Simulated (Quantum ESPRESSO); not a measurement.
# Ta (P-1) in Quantum ESPRESSO: reference runs

Reference runs on Ta: the cell as given.

Program: Quantum ESPRESSO 7.5. These are calculated values, not measurements. Logs are shortened: lines on timing, memory, paths and dates and some standing lists are left out, and cuts for length are marked.

### Step 1. Starting point

The typed cell holds 2 atoms: a = 3.303 Å, b = 3.303 Å, c = 3.303 Å, α = 90.00°, β = 90.00°, γ = 90.00°.

This isn't the form of Ta at room conditions, which is bcc.

### Step 2. Single point, PBE

The input, pw.in:

```
&CONTROL
  calculation = 'scf'
  prefix = 'pwscf'
  outdir = './tmp'
  pseudo_dir = './pseudo'
  tprnfor = .true.
  tstress = .true.
  disk_io = 'low'
/
&SYSTEM
  ibrav = 0
  nat = 2
  ntyp = 1
  ecutwfc = 55
  ecutrho = 440
  nbnd = 20
  occupations = 'smearing'
  smearing = 'fd'
  degauss = 0.00367493
/
&ELECTRONS
  conv_thr = 4d-10
  electron_maxstep = 120
  mixing_beta = 0.5
/
ATOMIC_SPECIES
Ta   180.9479 Ta_pbe_v1.uspp.F.UPF
CELL_PARAMETERS angstrom
   0.0000000000   -3.3025600000    0.0000000000
  -3.3025600000    0.0000000000    0.0000000000
   0.0000000000    0.0000000000   -3.3025600000
ATOMIC_POSITIONS crystal
Ta     0.5946212400    0.4298517200    0.3880863600
Ta     0.9053787600    0.0701482800    0.1119136400
K_POINTS automatic
8 8 8 0 0 0
```

The input, pp_density.in:

```
&INPUTPP
  prefix = 'pwscf'
  outdir = './tmp'
  filplot = 'density.dat'
  plot_num = 0
/
&PLOT
  nfile = 1
  filepp(1) = 'density.dat'
  iflag = 3
  output_format = 6
  fileout = 'density.cube'
/
```

The input, pp_potential.in:

```
&INPUTPP
  prefix = 'pwscf'
  outdir = './tmp'
  filplot = 'potential.dat'
  plot_num = 11
/
&PLOT
  nfile = 1
  filepp(1) = 'potential.dat'
  iflag = 3
  output_format = 6
  fileout = 'potential.cube'
/
```

Potentials or basis: SSSP 1.3 efficiency PBE.

Launch:

```console
OMP_NUM_THREADS=1 pw.x -in pw.in > pw.out
OMP_NUM_THREADS=1 pp.x -in pp_density.in > pp_density.out
OMP_NUM_THREADS=1 pp.x -in pp_potential.in > pp_potential.out
```

pw.out:

```text
This program is part of the open-source Quantum ESPRESSO suite
     for quantum simulation of materials; please cite
         "P. Giannozzi et al., J. Phys.:Condens. Matter 21 395502 (2009);
         "P. Giannozzi et al., J. Phys.:Condens. Matter 29 465901 (2017);
         "P. Giannozzi et al., J. Chem. Phys. 152 154105 (2020);
     in publications or presentations arising from this work. More details at

     Message from routine setup:
     using ibrav=0 with symmetry is DISCOURAGED, use correct ibrav instead

     G-vector sticks info
     --------------------
     sticks:   dense  smooth     PW     G-vecs:    dense   smooth      PW
     Sum        1361     673    213                37993    13397    2325

     Using Slab Decomposition

     bravais-lattice index     =            0
     lattice parameter (alat)  =       6.2409  a.u.
     unit-cell volume          =     243.0797 (a.u.)^3
     number of atoms/cell      =            2
     number of atomic types    =            1
     number of electrons       =        26.00
     number of Kohn-Sham states=           20
     kinetic-energy cutoff     =      55.0000  Ry
     charge density cutoff     =     440.0000  Ry
     scf convergence threshold =      4.0E-10
     mixing beta               =       0.5000
     number of iterations used =            8  plain     mixing
     Exchange-correlation= SLA  PW   PBE  PBE
                           (   1   4   3   4   0   0   0)

     celldm(1)=   6.240934  celldm(2)=   0.000000  celldm(3)=   0.000000
     celldm(4)=   0.000000  celldm(5)=   0.000000  celldm(6)=   0.000000

     crystal axes: (cart. coord. in units of alat)
               a(1) = (   0.000000  -1.000000   0.000000 )
               a(2) = (  -1.000000   0.000000   0.000000 )
               a(3) = (   0.000000   0.000000  -1.000000 )

     reciprocal axes: (cart. coord. in units 2 pi/alat)
               b(1) = ( -0.000000 -1.000000 -0.000000 )
               b(2) = ( -1.000000 -0.000000 -0.000000 )
               b(3) = ( -0.000000 -0.000000 -1.000000 )

     PseudoPot. # 1 for Ta read from file:
     Ta_pbe_v1.uspp.F.UPF
     Pseudo is Ultrasoft + core correction, Zval = 13.0
     Generated by new atomic code, or converted to UPF format
     Using radial grid of  921 points,  7 beta functions with:
                l(1) =   0
                l(2) =   0
                l(3) =   1
                l(4) =   1
                l(5) =   2
                l(6) =   2
                l(7) =   3
     Q(r) pseudized with  6 coefficients,  rinner =    1.300   1.300   1.300
                                                       1.300   1.300   1.300
                                                       1.300

     atomic species   valence    mass     pseudopotential
     Ta               13.00   180.94790     Ta( 1.00)

      2 Sym. Ops., with inversion, found ( 1 have fractional translation)

   Cartesian axes

     site n.     atom                  positions (alat units)
         1        Ta     tau(   1) = (  -0.4298517  -0.5946212  -0.3880864  )
         2        Ta     tau(   2) = (  -0.0701483  -0.9053788  -0.1119136  )

     number of k points=   260  Fermi-Dirac smearing, width (Ry)=  0.0037

     Number of k-points >= 100: set verbosity='high' to print them.

     Dense  grid:    37993 G-vectors     FFT dimensions: (  48,  48,  48)

     Smooth grid:    13397 G-vectors     FFT dimensions: (  30,  30,  30)

     Initial potential from superposition of free atoms

     starting charge      25.9978, renormalised to      26.0000

     negative rho (up, down):  1.856E-01 0.000E+00
     Starting wfcs are   26 randomized atomic wfcs

     Self-consistent Calculation

     iteration #  1     ecut=    55.00 Ry     beta= 0.50
     Davidson diagonalization with overlap
     ethr =  1.00E-02,  avg # of iterations =  2.2

     Threshold (ethr) on eigenvalues was too large:
     Diagonalizing with lowered threshold

     Davidson diagonalization with overlap
     ethr =  8.11E-04,  avg # of iterations =  1.0

     negative rho (up, down):  1.883E-01 0.000E+00

     total energy              =    -283.00978163 Ry
     estimated scf accuracy    <       0.21566687 Ry

     iteration #  2     ecut=    55.00 Ry     beta= 0.50
     Davidson diagonalization with overlap
     ethr =  8.29E-04,  avg # of iterations =  2.1

     negative rho (up, down):  1.898E-01 0.000E+00

     total energy              =    -283.05354174 Ry
     estimated scf accuracy    <       0.00905607 Ry

     iteration #  3     ecut=    55.00 Ry     beta= 0.50
     Davidson diagonalization with overlap
     ethr =  3.48E-05,  avg # of iterations =  3.5

     negative rho (up, down):  1.912E-01 0.000E+00

     total energy              =    -283.05412918 Ry
     estimated scf accuracy    <       0.00121828 Ry

     iteration #  4     ecut=    55.00 Ry     beta= 0.50
     Davidson diagonalization with overlap
     ethr =  4.69E-06,  avg # of iterations =  3.0

     negative rho (up, down):  1.914E-01 0.000E+00

     total energy              =    -283.05425501 Ry
     estimated scf accuracy    <       0.00002762 Ry

     iteration #  5     ecut=    55.00 Ry     beta= 0.50
     Davidson diagonalization with overlap
     ethr =  1.06E-07,  avg # of iterations =  2.1

     negative rho (up, down):  1.915E-01 0.000E+00

     total energy              =    -283.05425921 Ry
     estimated scf accuracy    <       0.00000302 Ry

     iteration #  6     ecut=    55.00 Ry     beta= 0.50
     Davidson diagonalization with overlap
     ethr =  1.16E-08,  avg # of iterations =  1.8

     negative rho (up, down):  1.915E-01 0.000E+00

     total energy              =    -283.05425948 Ry
     estimated scf accuracy    <       0.00000006 Ry

     iteration #  7     ecut=    55.00 Ry     beta= 0.50
     Davidson diagonalization with overlap
     ethr =  2.17E-10,  avg # of iterations =  2.1

     negative rho (up, down):  1.915E-01 0.000E+00

     total energy              =    -283.05425949 Ry
     estimated scf accuracy    <          6.8E-09 Ry

     iteration #  8     ecut=    55.00 Ry     beta= 0.50
     Davidson diagonalization with overlap
     ethr =  2.63E-11,  avg # of iterations =  2.0

     negative rho (up, down):  1.915E-01 0.000E+00

     total energy              =    -283.05425949 Ry
     estimated scf accuracy    <          1.2E-09 Ry

     iteration #  9     ecut=    55.00 Ry     beta= 0.50
     Davidson diagonalization with overlap
     ethr =  4.53E-12,  avg # of iterations =  2.0

     negative rho (up, down):  1.915E-01 0.000E+00

     End of self-consistent calculation

     Number of k-points >= 100: set verbosity='high' to print the bands.

     the Fermi energy is    18.5296 ev

!    total energy              =    -283.05425949 Ry
     estimated scf accuracy    <          2.1E-11 Ry
     smearing contrib. (-TS)   =      -0.00103215 Ry
     internal energy E=F+TS    =    -283.05322734 Ry

     The total energy is F=E-TS. E is the sum of the following terms:
     one-electron contribution =     -56.20359695 Ry
     hartree contribution      =      41.13882881 Ry
     xc contribution           =     -85.35803890 Ry
     ewald contribution        =    -182.63042030 Ry

     convergence has been achieved in   9 iterations

     negative rho (up, down):  1.915E-01 0.000E+00

     Forces acting on atoms (cartesian axes, Ry/au):

     atom    1 type  1   force =    -0.76973513    0.69061393   -0.65642914
     atom    2 type  1   force =     0.76973513   -0.69061393    0.65642914

     Total force =     1.732247     Total SCF correction =     0.000025

     Computing stress (Cartesian axis) and pressure

     negative rho (up, down):  1.915E-01 0.000E+00
          total   stress  (Ry/bohr**3)                   (kbar)     P=      963.19
   0.00958656  -0.00474750   0.00450410         1410.23     -698.38      662.58
  -0.00474750   0.00576972  -0.00390913         -698.38      848.75     -575.05
   0.00450410  -0.00390913   0.00428660          662.58     -575.05      630.58

=------------------------------------------------------------------------------=
   JOB DONE.
=------------------------------------------------------------------------------=
```

It took 84 s on 1 thread of Intel Xeon Platinum 8375C at 2.90GHz (Ice Lake), shared host; peak memory 0.41 GiB.

What came out:

```
Free energy            : -3851.1494 eV
Pressure               : 96.3 GPa
Largest force          : 31.493 eV/Å
Band gap on the k mesh : none (metal or under the smearing width)
```

Forces in eV/Å, atoms in the order of the input:
```
Ta  -19.791  17.756 -16.877
Ta   19.791 -17.756  16.877
```

Caveat: a pressure of tens of GPa on the cell as given is suspect, and the run, the potentials or the cell itself is likely at fault; forces of over 1 eV/Å show positions far from the minimum, so gaps and moduli don't describe the material at rest. The run has no spin-orbit coupling, so splittings on Ta are missing.
